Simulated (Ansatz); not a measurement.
## Stiffness of CaO from strained cells

```
CELL_PARAMETERS angstrom
0.00000 2.44900 2.44900
2.44900 0.00000 2.44900
2.44900 2.44900 0.00000
ATOMIC_POSITIONS crystal
Ca 0.00000 0.00000 0.00000
O 0.50000 0.50000 0.50000
```

Atom numbers follow the list: Ca1, O2.

Conventional cell: a = 4.898 Å, b = 4.898 Å, c = 4.898 Å, α = 90.00°, β = 90.00°, γ = 90.00°. Ca (atom 1) has 6 O at 2.45 Å as nearest neighbours. O (atom 2) is surrounded by 6 Ca at 2.45 Å.

The geometry is COD entry 9006719, unchecked; take it as a test cell. It was measured hot, at 1427 K.

Level of theory: DFT, PBE, all-electron LAPW, scalar-relativistic in Ansatz 0.2.0.

Numerical set-up: a Γ-centred 9×9×9 k mesh, Fermi–Dirac smearing of 0.03 eV, basis error target 0.25 meV/atom, no spin polarisation.

The unstrained cell is at -3.99 GPa. Large strains and very small stresses are left out. Each strain is applied once, with fractional coordinates held (clamped ions), and σ below is the change of stress, positive in tension. One finite strain gives stress–strain coefficients at this pressure with an error of the order of the strain times third-order constants, a few per cent for each per cent of strain.

Question: Estimate the stiffness probed by this change, and the stress that it gives: xy engineering shear strain of -4 %.

Answer: σxy = -2.98 GPa and γxy = 2εxy = -0.0400, so C44 (clamped ions) = σxy/γxy = 75 GPa.
